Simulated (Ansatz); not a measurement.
# AlAs: the cost of one run

Program: Ansatz 0.2.0. Level of theory: DFT PBE, scalar-relativistic, plane waves, PAW. These are calculated values, not measurements.

3 further runs of the same task are left out: 1 that didn't finish, 2 set aside as unsound or not needed.

### Step 1. The structure to begin with

It takes space group F-43m (No. 216, cubic). The conventional cell has a = 5.728 Å, b = 5.728 Å, c = 5.728 Å, α = 90.00°, β = 90.00°, γ = 90.00°. Al (site symmetry -43m) has 4 As at 2.48 Å as nearest neighbours. As (site symmetry -43m) has 4 Al at 2.48 Å as nearest neighbours.

Structure file:

```cif
data_structure
_symmetry_space_group_name_H-M 'P 1'
_symmetry_Int_Tables_number 1
_cell_length_a 5.7276
_cell_length_b 4.0500
_cell_length_c 12.1501
_cell_angle_alpha 90.000
_cell_angle_beta 90.000
_cell_angle_gamma 90.000
_cell_volume 281.85
loop_
_atom_site_label
_atom_site_type_symbol
_atom_site_fract_x
_atom_site_fract_y
_atom_site_fract_z
_atom_site_occupancy
Al1 Al 0.00000 0.00000 0.33333 1
Al2 Al 0.50000 0.50000 0.50000 1
Al3 Al 0.00000 0.00000 0.66667 1
Al4 Al 0.50000 0.50000 0.83333 1
Al5 Al 0.00000 0.00000 0.00000 1
Al6 Al 0.50000 0.50000 0.16667 1
As1 As 0.75000 0.00000 0.50000 1
As2 As 0.25000 0.50000 0.66667 1
As3 As 0.75000 0.00000 0.83333 1
As4 As 0.25000 0.50000 0.00000 1
As5 As 0.75000 0.00000 0.16667 1
As6 As 0.25000 0.50000 0.33333 1
```

It is built from the cell relaxed beforehand with the same method (23.49 Å³/atom).

### Step 2. The reference: the undisturbed cell on the scan's mesh

input.yaml reads:

```yaml
crystal:
  lattice:
    - [5.7276133413, 0.0, 0.0]
    - [0.0, 2.8638066707, -2.8638066707]
    - [0.0, 8.591420012, 8.591420012]
  atoms:
    - { symbol: Al, position: [0.0, 0.0, 0.3333333333] }
    - { symbol: Al, position: [0.5, 0.5, 0.5] }
    - { symbol: Al, position: [0.0, 0.0, 0.6666666667] }
    - { symbol: Al, position: [0.5, 0.5, 0.8333333333] }
    - { symbol: Al, position: [0.0, 0.0, 1.0] }
    - { symbol: Al, position: [0.5, 0.5, 0.1666666667] }
    - { symbol: As, position: [0.75, 0.0, 0.5] }
    - { symbol: As, position: [0.25, 0.5, 0.6666666667] }
    - { symbol: As, position: [0.75, 0.0, 0.8333333333] }
    - { symbol: As, position: [0.25, 0.5, 1.0] }
    - { symbol: As, position: [0.75, 0.0, 0.1666666667] }
    - { symbol: As, position: [0.25, 0.5, 0.3333333333] }
basis:
  ecutwfc: 420
kpoints:
  mp_grid: { grid: [5, 7, 3] }
hamiltonian:
  xc: pbe
scf:
  occupations: { method: gaussian, width: 0.05 }
output:
  forces: true
  stress: true
  eigenvalues: true
```

Command:

```
> ansatz run input.yaml --threads 2 --pin off --max-ram 5120MiB --backend cpu --events-out ev --progress --plain --runs-dir out
```

**Question.** How long does this run take on 2 threads of Arm Neoverse V2, shared host, and how much memory does it need?

About 16 s, with a peak of 0.67 GiB.
